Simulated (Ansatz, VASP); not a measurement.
Pb: VASP beside Ansatz

```
Pb
1.0
     0.00000    3.41368    3.41368
     3.41368    0.00000    3.41368
     3.41368    3.41368    0.00000
Pb
2
Direct
  0.12500 0.12500 0.12500
  0.87500 0.87500 0.87500
```

Alike in both runs: task single point; functional LDA; k mesh 9 × 9 × 9; occupations fermi-dirac, width 0.1 eV; no spin polarisation.

```csv
,VASP,Ansatz
version,VASP 6.6.1,Ansatz 0.2.0
potentials or method,"VASP PAW LDA potentials, release 64 (Pb_d)","plane waves (420 eV) with PAW, scalar-relativistic"
plane-wave cutoff (eV),520,420
valence electrons in the cell,28,28
```

```csv
,VASP,Ansatz,Ansatz less VASP
pressure (GPa),0.0,0.0,+0.03
```

Ansatz warned: «pseudo_functional_mismatch».

The runs have no spin-orbit coupling, so splittings on Pb are missing.
